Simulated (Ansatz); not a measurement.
**From the elastic tensor of ZrC to moduli and sound speeds**

Computed with DFT PBE, scalar-relativistic, plane waves, PAW in Ansatz 0.2.0. Cutoff 420 eV, 20×20×20 k-points (Γ-centred), Fermi-Dirac smearing of 0.15 eV. No spin polarisation.

Space group Fm-3m (No. 225), cubic, a = 4.709 Å. Zr has 6 C at 2.35 Å; around C lie 6 Zr at 2.35 Å.

It was relaxed at this level from a measured cell (COD). In a metal, frequencies and elastic constants depend on the k mesh and the smearing, soft modes and shear constants most.

Relaxed-ion constants (GPa, on the Cartesian axes of the calculation):
```
459.1 103.7 103.7   0.0   0.0   0.0
103.7 459.1 103.7   0.0   0.0   0.0
103.7 103.7 459.1   0.0   0.0   0.0
  0.0   0.0   0.0 153.1   0.0   0.0
  0.0   0.0   0.0   0.0 153.1   0.0
  0.0   0.0   0.0   0.0   0.0 153.1
```

Density 6.567 g/cm³; 2 atoms in 26.11 Å³.

With S = C⁻¹: B_V = (C11+C22+C33+2(C12+C13+C23))/9, G_V = (C11+C22+C33−C12−C13−C23+3(C44+C55+C66))/15, 1/B_R = S11+S22+S33+2(S12+S13+S23), 15/G_R = 4(S11+S22+S33−S12−S13−S23)+3(S44+S55+S66); Hill is their mean. Then v_l = √((B+4G/3)/ρ), v_t = √(G/ρ), v_m = [(2/v_t³+1/v_l³)/3]^(−1/3) and Θ = (ħ/k_B)·v_m·(6π²n/V)^(1/3) for n atoms in the volume V; E = 9BG/(3B+G), ν = (3B−2G)/(2(3B+G)) and A^U = 5G_V/G_R + B_V/B_R − 6.

| Item | Value |
| --- | --- |
| Bulk modulus, Voigt / Reuss / Hill | 222.2 / 222.2 / 222.2 GPa |
| Shear modulus, Voigt / Reuss / Hill | 162.9 / 162.1 / 162.5 GPa |
| Young's modulus | 392 GPa |
| Poisson ratio | 0.206 |
| Pugh ratio B/G | 1.37 (under 1.75, the rule of thumb for brittle) |
| Universal anisotropy index | 0.03 |
| Longitudinal and transverse sound speeds | 8175 and 4975 m/s |
| Debye temperature from the mean sound speed | 695 K |
